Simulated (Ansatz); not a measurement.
# InSe (C2/m) in Ansatz: reference runs

How does InSe come out in PBE? The cell is run as given and disturbed.

All numbers are computed with Ansatz 0.2.0; they aren't measurements. Logs are shortened: lines on timing, memory, paths and dates and some standing lists are left out, and cuts for length are marked.

**1. Starting point**

Symmetry: C2/m, No. 12, monoclinic system. The conventional cell has a = 11.653 Å, b = 4.109 Å, c = 5.073 Å, α = 90.00°, β = 109.86°, γ = 90.00°. Around In (site symmetry m) lie 3 Se at 2.68 to 2.69 Å and 1 In at 2.80 Å. Se (site symmetry m) is surrounded by 3 In at 2.68 to 2.69 Å.

The cell comes from a database or a generator and needn't be the stable form of this composition.

**2. Single point, PBE**

File input.yaml:

```yaml
crystal:
  lattice:
    - [5.8263928781, -2.054648955, 0.0]
    - [5.8263928781, 2.054648955, 0.0]
    - [-1.723233014, 0.0, 4.7713478577]
  atoms:
    - { symbol: In, position: [0.88820325, 0.88820325, 0.04684136] }
    - { symbol: In, position: [0.11179675, 0.11179675, 0.95315864] }
    - { symbol: Se, position: [0.66092759, 0.66092759, 0.66895562] }
    - { symbol: Se, position: [0.33907241, 0.33907241, 0.33104438] }
kpoints:
  mp_grid: { grid: [7, 7, 6] }
scf:
  occupations: { method: fermi_dirac, width: 0.05 }
hamiltonian:
  xc: pbe
  pseudopotentials: { kind: all_electron, lapw: { basis_error: 0.001 } }
output:
  forces: true
  stress: true
  eigenvalues: true
  populations: true
```

Potentials or basis: all-electron LAPW, scalar-relativistic.

On the command line:

```bash
$ ansatz run input.yaml --threads 2 --pin off --max-ram 6144MiB --backend cpu --events-out ev --progress --plain --runs-dir out
```

Log:

```text
Warning: RAYON_NUM_THREADS=2 ignored (pool sized by the plan → 2); use --threads N
In: projections on atomic orbitals take those of the free atom 1s2 2s2 2p6 3s2 3p6 3d10 4s2 4p6 4d10 5s2 5p1, of charge +0.00 (hamiltonian.pseudopotentials.projection_atoms)
Se: projections on atomic orbitals take those of the free atom 1s2 2s2 2p6 3s2 3p6 3d10 4s2 4p4, of charge +0.00 (hamiltonian.pseudopotentials.projection_atoms)
LAPW: plane waves up to 8.270 Å⁻¹, error target 1.0e-3 eV per atom; small_component_spin mean_spin; Se in spheres of 1.286 Å, 24 of its electrons in bands, Dirac shells []; In in spheres of 1.395 Å, 21 of its electrons in bands, Dirac shells [] (how accurate: hamiltonian.pseudopotentials.lapw.basis_error, Limitations)
Engine: ansatz 0.2.0, x86_64-unknown-linux-gnu
Pseudopotentials: kind: all_electron
Pseudopotential: In, LAPW, valence charge 21, lapw/all_electron/scalar/gaussian/In, Koelling and Harmon's equation, gaussian nucleus
Pseudopotential: Se, LAPW, valence charge 24, lapw/all_electron/scalar/gaussian/Se, Koelling and Harmon's equation, gaussian nucleus
Functional definition: PBE
  parameter kappa = 0.804
  parameter beta = 0.06672455060314922
  exchange = pbe_x(kappa = kappa, mu = beta*pi^2/3)
  correlation = pbe_c(beta = beta)
Crystal: 4 atoms, lattice volume = 114.237 Å³
Basis set: ecut = 260.60064977441795 eV, 1115 PW (Γ), FFT grids on a1−a2, a2, a3, exchange–correlation at level 2
Bands: 54, of which v1, the nominal top of the filled ones, is band 45 counted from 1 (44 counted from 0)
Symmetry: 4 space group operations
Space group: C2/m (ITA 12), of the structure as read, at distance tolerance 4.9e-5 Å
k-points: 88 of 294
Non-local potential: In, projectors of the file, none
Non-local potential: Se, projectors of the file, none
Initial density: superposition of atomic densities (chi_scale 0.1, normalization cell, long waves kept (reshape's long-wave potential 0.05 eV rms))
Initial wavefunctions: plane waves of lowest kinetic energy (no species holds an atomic orbital)
Functional: x = pbe(κ = 0.804, μ = 0.2195149727645171), c = pbe(β = 0.06672455060314922)
iter 1 solved again at ethr=1.75e-3 eV; its pass at ethr=1.00e-1 eV (dr2=1.57e0 eV) is discarded
SCF iter   1: F=—  HF=-452345.700939 eV  |F-HF|=—  |Δ(HF+E_count)|=         —  Δρ=2.62e-2  dr2=1.57e0  ethr=1.75e-3  ⟨swp⟩=2.0  Hψ=29970  notcnv=0
preconditioner: auto → Resta (q_TF=auto, 2.622 Å⁻¹)  ε∞=3.1  [insulator: Δε(μ)=1.371 eV  Ē_g=14.818 eV  σ=0.050 eV  W_gap=1.00  n_scr=34 (ndim 8)  ℏωp=21.4 eV  f_vac=0.117  D(μ)=0.00/eV (n_scr^D=0)  ε∞_Penn≈3.1]
SCF iter   2: F=—  HF=-452345.236362 eV  |F-HF|=—  |Δ(HF+E_count)|=   4.65e-1  Δρ=1.19e-2  dr2=2.50e-1  ethr=1.75e-3  ⟨swp⟩=2.4  Hψ=14562  notcnv=0
SCF iter   3: F=—  HF=-452345.208544 eV  |F-HF|=—  |Δ(HF+E_count)|=   2.78e-2  Δρ=5.93e-3  dr2=6.29e-2  ethr=2.77e-4  ⟨swp⟩=2.0  Hψ=14131  notcnv=0
iter 4 solved again at ethr=3.70e-6 eV; its pass at ethr=6.98e-5 eV (dr2=3.33e-3 eV) is discarded
SCF iter   4: F=—  HF=-452345.211154 eV  |F-HF|=—  |Δ(HF+E_count)|=         —  Δρ=1.40e-3  dr2=3.33e-3  ethr=3.70e-6  ⟨swp⟩=2.0  Hψ=24019  notcnv=0
the basis was enlarged: its passes take 564.6 KiB over the memory plan, 2 of 2 planned eigensolver slots
SCF iter   5: F=—  HF=-452345.210764 eV  |F-HF|=—  |Δ(HF+E_count)|=   3.90e-4  Δρ=4.21e-4  dr2=2.90e-4  ethr=3.69e-6  ⟨swp⟩=3.0  Hψ=14004  notcnv=0
SCF iter   6: F=—  HF=-452345.211134 eV  |F-HF|=—  |Δ(HF+E_count)|=   3.70e-4  Δρ=1.13e-4  dr2=2.08e-5  ethr=3.22e-7  ⟨swp⟩=3.0  Hψ=14398  notcnv=0
SCF iter   7: F=—  HF=-452345.211177 eV  |F-HF|=—  |Δ(HF+E_count)|=   4.33e-5  Δρ=4.46e-5  dr2=4.26e-6  ethr=2.31e-8  ⟨swp⟩=3.0  Hψ=14428  notcnv=0
SCF iter   8: F=—  HF=-452345.211177 eV  |F-HF|=—  |Δ(HF+E_count)|=   4.81e-7  Δρ=1.56e-5  dr2=4.66e-7  ethr=4.73e-9  ⟨swp⟩=3.0  Hψ=14391  notcnv=0
SCF iter   9: F=-452345.211177 eV  HF=-452345.211177 eV  |F-HF|=2.65e-8  |Δ(HF+E_count)|=   5.30e-7  Δρ=5.60e-6  dr2=5.00e-8  ethr=5.18e-10  ⟨swp⟩=3.0  Hψ=14407  notcnv=0
SCF 1 converged in 9 iterations: F = -452345.211177 eV  dr2 = 5.00e-8
SCF converged after 9 iterations
Free energy (F): -452345.211177 eV
Harris-Foulkes:  -452345.211177 eV  (|F-HF|=2.65e-8)
Internal energy: -452345.211177 eV  (E = F + TS)
E sigma→0 (E₀):  -452345.211177 eV
Entropy (-TS):   -0.000000 eV (-0.000 meV/atom)
Fermi energy:    9.540089 eV
--- Per-component energies (eV) ---
  E_band       = -4437.372379
  E_kinetic    = 471363.502756
  E_xc         = -13497.960209
  E_electrostatic = -910210.753724  (all electrons and nuclei)
  E_smearing   = -0.000000  (= −TS)
  E_closure    = 0.000000  (closes the sum)
  E_atoms      = -452331.196338  (free atoms, spherical and without spin; not in F)
  Σ components = -452345.211177   (vs F -452345.211177, Δ=0.00e0)
  Basis errors (estimates in eV, not in F): energy 4.7e-4 per atom: plane waves 4.3e-4 (2.5e-4 summed), levels above the bands 1.2e-70, relativity 2.4e-8, radial functions 4.0e-5, core shells 1.5e-7; eigenvalues (radial functions only) 1.0e-6; not estimated: angular momenta, meshes, grids; target (lapw.basis_error) 1.0e-3; muffin-tin radii Se 1.286 Å, In 1.395 Å
--- Forces (eV/Å), atoms counted from 1 ---
  atom   1  In     0.05602006    -0.00000000    -0.02733557
  atom   2  In    -0.05602006     0.00000000     0.02733557
  atom   3  Se     0.01620268    -0.00000000    -0.24046329
  atom   4  Se    -0.01620268     0.00000000     0.24046329
  max |Σ_I F_I| component: 3.47e-18 eV/Å
--- Stress (GPa, compression-positive) ---
        1.450833       0.000000       0.050165
        0.000000       1.572601       0.000000
        0.050165       0.000000       1.511501
  P = ⅓ Tr σ = 1.5116 GPa (15.116 kbar)
--- Band table (eV; the first three rows and the last of 88) ---
  k-point 0: bands = ["-198.3523", "-198.3523", "-137.8326", "-137.8326", "-137.8285", "-137.8285", "-137.7954", "-137.7954", "-106.0831", "-106.0816", "-64.5885", "-64.5871", "-64.5749", "-64.5733", "-64.5522", "-64.5296", "-38.0507", "-38.0504", "-38.0503", "-38.0501", "-38.0256", "-38.0252", "-38.0240", "-38.0237", "-38.0139", "-38.0139", "-5.5505", "-5.4464", "-5.2578", "-5.2238", "-5.1870", "-5.1833", "-5.1371", "-5.0938", "-5.0639", "-4.9126", "-4.1899", "-2.5383", "4.2769", "5.1742", "5.2798", "6.7364", "6.9908", "7.6141", "7.8240", "11.6563", "11.9662", "12.6259", "13.8072", "14.4750", "14.4940", "15.7053", "17.2405", "18.4859"]
  k-point 1: bands = ["-198.3523", "-198.3523", "-137.8326", "-137.8326", "-137.8285", "-137.8285", "-137.7954", "-137.7954", "-106.0831", "-106.0816", "-64.5885", "-64.5871", "-64.5749", "-64.5733", "-64.5522", "-64.5296", "-38.0507", "-38.0504", "-38.0503", "-38.0501", "-38.0256", "-38.0252", "-38.0240", "-38.0237", "-38.0140", "-38.0139", "-5.5544", "-5.4455", "-5.2583", "-5.2226", "-5.1870", "-5.1849", "-5.1364", "-5.0936", "-5.0637", "-4.9150", "-4.0952", "-2.6454", "4.0062", "4.8762", "5.5655", "7.0330", "7.0761", "7.8511", "8.0283", "11.1432", "11.3480", "13.0677", "13.4586", "14.4243", "15.3087", "15.8852", "17.0093", "17.4732"]
  k-point 2: bands = ["-198.3523", "-198.3523", "-137.8326", "-137.8326", "-137.8285", "-137.8285", "-137.7954", "-137.7954", "-106.0831", "-106.0816", "-64.5885", "-64.5871", "-64.5749", "-64.5733", "-64.5522", "-64.5296", "-38.0507", "-38.0504", "-38.0503", "-38.0501", "-38.0256", "-38.0253", "-38.0239", "-38.0237", "-38.0140", "-38.0139", "-5.5613", "-5.4440", "-5.2593", "-5.2198", "-5.1881", "-5.1865", "-5.1353", "-5.0932", "-5.0635", "-4.9197", "-3.8481", "-2.9180", "3.5980", "4.4991", "6.1947", "7.1320", "7.6625", "7.8887", "8.4320", "10.4847", "10.7807", "13.0248", "13.0896", "15.0591", "15.5361", "15.5927", "16.9869", "17.7851"]
  k-point 87: bands = ["-198.3523", "-198.3523", "-137.8326", "-137.8326", "-137.8285", "-137.8285", "-137.7954", "-137.7954", "-106.0831", "-106.0817", "-64.5884", "-64.5871", "-64.5751", "-64.5732", "-64.5517", "-64.5300", "-38.0508", "-38.0504", "-38.0503", "-38.0500", "-38.0254", "-38.0254", "-38.0239", "-38.0238", "-38.0140", "-38.0139", "-5.5344", "-5.4108", "-5.3123", "-5.3008", "-5.2473", "-5.1734", "-5.1503", "-5.0885", "-5.0136", "-4.9039", "-3.6694", "-2.7628", "3.0432", "4.1715", "6.1224", "6.3361", "7.7757", "8.3808", "8.6435", "11.0047", "12.5750", "12.6437", "13.3077", "14.6762", "14.8404", "15.7771", "17.0329", "17.2469"]
--- Löwdin populations: 4 sites ---
  site symbol       q [e]
     0     In     48.7655
     1     In     48.7655
     2     Se     34.1848
     3     Se     34.1848
  spilling = 0.000599 (of n_electrons = 166.000000)
```

Run time: 28 s. Hardware: 2 threads of Intel Xeon 6975P-C (Granite Rapids), shared host; peak memory 1 GiB.

What came out:

```yaml
Free_energy: -452345.2112 eV
Pressure: 1.5 GPa
Largest_force: 0.241 eV/Å
Band_gap_on_the_k_mesh: 1.14 eV, indirect (least direct gap 1.23 eV)
Loewdin_charges: In +0.23; Se -0.18 e
```

Forces in eV/Å, atoms in the order of the input:
```
In   0.056  0.000 -0.027
In  -0.056  0.000  0.027
Se   0.016  0.000 -0.240
Se  -0.016  0.000  0.240
```

Stress tensor (GPa, compression positive):
```
1.45 0.00 0.05
0.00 1.57 0.00
0.05 0.00 1.51
```

Caveat: spin-orbit coupling is left out, which moves the levels of the heavy elements; an odd mesh through Γ misses points on the zone boundary, where band edges often lie. As with any semilocal functional, this PBE gap is likely too small.

**3. Equation of state, PBE**

Potentials or basis: all-electron LAPW, scalar-relativistic.

This step only gathers the single runs of the series.

Results:

```yaml
Equilibrium_volume: 29.44 Å³/atom
Bulk_modulus_at_fixed_shape_and_positions: 46 GPa
Pressure_derivative_of_the_bulk_modulus: 4.8
```

Energy against volume, from the lowest point:
| volume (Å³/atom) | energy (meV/atom) |
| --- | --- |
| 26.846 | 38.97 |
| 27.417 | 22.64 |
| 27.988 | 11.06 |
| 28.559 | 3.72 |
| 29.131 | 0.17 |
| 29.702 | 0.00 |
| 30.273 | 2.85 |

Caveat: the cell was scaled at fixed shape and fractional positions, which overstates the stiffness of a crystal with free parameters, most of all of layers and chains.

**4. Single point, PBE (atoms moved at random, drawn with an rms of 0.05 Å)**

File input.yaml:

```yaml
crystal:
  lattice:
    - [5.8263928781, -2.054648955, 0.0]
    - [5.8263928781, 2.054648955, 0.0]
    - [-1.723233014, 0.0, 4.7713478577]
  atoms:
    - { symbol: In, position: [0.887245, 0.892199, 0.048336] }
    - { symbol: In, position: [0.114147, 0.116905, 0.949262] }
    - { symbol: Se, position: [0.654273, 0.664, 0.672048] }
    - { symbol: Se, position: [0.3481, 0.337403, 0.336818] }
kpoints:
  mp_grid: { grid: [7, 7, 6] }
scf:
  occupations: { method: fermi_dirac, width: 0.05 }
hamiltonian:
  xc: pbe
  pseudopotentials: { kind: all_electron, lapw: { basis_error: 0.001 } }
output:
  forces: true
  stress: true
  eigenvalues: true
  populations: true
```

Potentials or basis: all-electron LAPW, scalar-relativistic.

On the command line:

```bash
$ ansatz run input.yaml --threads 2 --pin off --max-ram 6144MiB --backend cpu --events-out ev --progress --plain --runs-dir out
```

Log:

```text
Warning: RAYON_NUM_THREADS=2 ignored (pool sized by the plan → 2); use --threads N
In: projections on atomic orbitals take those of the free atom 1s2 2s2 2p6 3s2 3p6 3d10 4s2 4p6 4d10 5s2 5p1, of charge +0.00 (hamiltonian.pseudopotentials.projection_atoms)
Se: projections on atomic orbitals take those of the free atom 1s2 2s2 2p6 3s2 3p6 3d10 4s2 4p4, of charge +0.00 (hamiltonian.pseudopotentials.projection_atoms)
LAPW: plane waves up to 8.504 Å⁻¹, error target 1.0e-3 eV per atom; small_component_spin mean_spin; Se in spheres of 1.261 Å, 24 of its electrons in bands, Dirac shells []; In in spheres of 1.363 Å, 21 of its electrons in bands, Dirac shells [] (how accurate: hamiltonian.pseudopotentials.lapw.basis_error, Limitations)
[... 9 set-up lines as earlier in the session ...]
Crystal: 4 atoms, lattice volume = 114.237 Å³
Basis set: ecut = 275.54602367758497 eV, 1181 PW (Γ), FFT grids on a1−a2, a2, a3, exchange–correlation at level 2
Bands: 54, of which v1, the nominal top of the filled ones, is band 45 counted from 1 (44 counted from 0)
[... 29 lines left out ...]
--- Per-component energies (eV) ---
  E_band       = -4437.700039
  E_kinetic    = 471363.923374
  E_xc         = -13498.041495
  E_electrostatic = -910211.067822  (all electrons and nuclei)
  E_smearing   = -0.000001  (= −TS)
  E_closure    = 0.000000  (closes the sum)
  E_atoms      = -452331.196338  (free atoms, spherical and without spin; not in F)
  Σ components = -452345.185944   (vs F -452345.185944, Δ=0.00e0)
  Basis errors (estimates in eV, not in F): energy 4.7e-4 per atom: plane waves 4.3e-4 (2.5e-4 summed), levels above the bands 2.3e-70, relativity 5.0e-8, radial functions 4.2e-5, core shells 2.9e-7; eigenvalues (radial functions only) 8.7e-7; not estimated: angular momenta, meshes, grids; target (lapw.basis_error) 1.0e-3; muffin-tin radii Se 1.261 Å, In 1.363 Å
--- Forces (eV/Å), atoms counted from 1 ---
  atom   1  In     0.22896130    -0.12260749    -0.07005163
  atom   2  In    -0.43186930     0.06645423     0.37602494
  atom   3  Se     0.35129312    -0.12303832    -0.42459557
  atom   4  Se    -0.14837019     0.17919226     0.11860279
  max |Σ_I F_I| component: 1.95e-5 eV/Å
--- Stress (GPa, compression-positive) ---
        1.124829      -0.262651      -0.498974
       -0.262651       2.430817       0.546385
       -0.498974       0.546385       1.652821
  P = ⅓ Tr σ = 1.7362 GPa (17.362 kbar)
--- Band table (eV; the first three rows and the last of 148) ---
  k-point 0: bands = ["-198.4060", "-198.3366", "-137.8889", "-137.8813", "-137.8478", "-137.8151", "-137.8105", "-137.7837", "-106.0777", "-106.0510", "-64.5848", "-64.5667", "-64.5577", "-64.5430", "-64.5419", "-64.5049", "-38.1073", "-38.1062", "-38.0832", "-38.0744", "-38.0668", "-38.0316", "-38.0311", "-38.0122", "-38.0082", "-38.0009", "-5.5406", "-5.3996", "-5.2488", "-5.2208", "-5.1703", "-5.1650", "-5.1188", "-5.0862", "-5.0514", "-4.9176", "-4.2151", "-2.5703", "4.3221", "5.1182", "5.3532", "6.8213", "6.9495", "7.6010", "7.7269", "11.5949", "11.9319", "12.5621", "13.9589", "14.3991", "14.5364", "15.6945", "17.2127", "18.5383"]
  k-point 1: bands = ["-198.4060", "-198.3366", "-137.8889", "-137.8813", "-137.8478", "-137.8151", "-137.8105", "-137.7837", "-106.0777", "-106.0510", "-64.5848", "-64.5667", "-64.5577", "-64.5430", "-64.5419", "-64.5049", "-38.1073", "-38.1062", "-38.0832", "-38.0744", "-38.0668", "-38.0316", "-38.0311", "-38.0122", "-38.0082", "-38.0009", "-5.5452", "-5.3982", "-5.2494", "-5.2195", "-5.1718", "-5.1648", "-5.1182", "-5.0859", "-5.0515", "-4.9202", "-4.1205", "-2.6772", "4.0513", "4.8920", "5.5637", "6.9792", "7.1646", "7.7667", "8.0141", "11.1498", "11.2621", "13.0007", "13.5864", "14.3868", "15.2916", "15.8731", "17.0033", "17.4882"]
  k-point 2: bands = ["-198.4060", "-198.3366", "-137.8889", "-137.8813", "-137.8478", "-137.8151", "-137.8105", "-137.7837", "-106.0777", "-106.0510", "-64.5848", "-64.5667", "-64.5577", "-64.5430", "-64.5419", "-64.5049", "-38.1073", "-38.1062", "-38.0832", "-38.0744", "-38.0668", "-38.0316", "-38.0311", "-38.0122", "-38.0082", "-38.0009", "-5.5532", "-5.3958", "-5.2505", "-5.2166", "-5.1747", "-5.1639", "-5.1171", "-5.0854", "-5.0516", "-4.9254", "-3.8739", "-2.9490", "3.6360", "4.5368", "6.1858", "7.0553", "7.7036", "7.8372", "8.4396", "10.4678", "10.7621", "13.0174", "13.1309", "15.0440", "15.4480", "15.5522", "16.9784", "17.8003"]
  k-point 147: bands = ["-198.4060", "-198.3366", "-137.8889", "-137.8813", "-137.8478", "-137.8151", "-137.8105", "-137.7837", "-106.0777", "-106.0510", "-64.5848", "-64.5668", "-64.5577", "-64.5431", "-64.5416", "-64.5051", "-38.1071", "-38.1063", "-38.0832", "-38.0744", "-38.0667", "-38.0314", "-38.0311", "-38.0122", "-38.0082", "-38.0008", "-5.5699", "-5.4471", "-5.3773", "-5.2449", "-5.1879", "-5.1573", "-5.1187", "-5.0898", "-5.0300", "-4.8802", "-2.9821", "-2.8521", "2.8544", "4.0831", "5.8322", "6.9194", "7.0213", "7.5452", "7.9267", "10.7982", "11.4792", "12.7324", "13.3781", "14.0337", "14.5518", "15.2965", "16.9303", "17.8241"]
--- Löwdin populations: 4 sites ---
  site symbol       q [e]
     0     In     48.7697
     1     In     48.7661
     2     Se     34.1749
     3     Se     34.1893
  spilling = 0.000602 (of n_electrons = 166.000000)
```

It took 89 s on 2 threads of Intel Xeon 6975P-C (Granite Rapids), shared host; peak memory 1.4 GiB.

Results:

```
Free energy            : -452345.1859 eV
Pressure               : 1.7 GPa
Largest force          : 0.576 eV/Å
Band gap on the k mesh : 1.03 eV, indirect (least direct gap 1.16 eV)
Loewdin charges        : In +0.23; Se -0.17, -0.19 e
```

Forces in eV/Å, atoms in the order of the input:
```
In   0.229 -0.123 -0.070
In  -0.432  0.066  0.376
Se   0.351 -0.123 -0.425
Se  -0.148  0.179  0.119
```

Caveat: spin-orbit coupling is left out, which moves the levels of the heavy elements; an odd mesh through Γ misses points on the zone boundary, where band edges often lie.

**5. Overview**

| task | cell | cutoff (eV) | gap on the mesh (eV) | pressure (GPa) | largest force (eV/Å) |
| --- | --- | --- | --- | --- | --- |
| single point | as given | 261 | 1.14 | 1.5 | 0.24 |
| equation of state | as given | - | - | - | - |
| single point | atoms moved at random, drawn with an rms of 0.05 Å | 276 | 1.03 | 1.7 | 0.58 |

Alike in all rows: level PBE; potentials or basis all-electron LAPW, scalar-relativistic; no spin polarisation; k mesh 7 × 7 × 6; smearing fermi-dirac 0.05 eV; basis error allowed 0.001 eV/atom.

Caveats: spin-orbit coupling is left out, which moves the levels of the heavy elements (some runs); an odd mesh through Γ misses points on the zone boundary, where band edges often lie (some runs); the cell was scaled at fixed shape and fractional positions, which overstates the stiffness of a crystal with free parameters, most of all of layers and chains (some runs).

Compare energies only between runs with the same functional and basis.
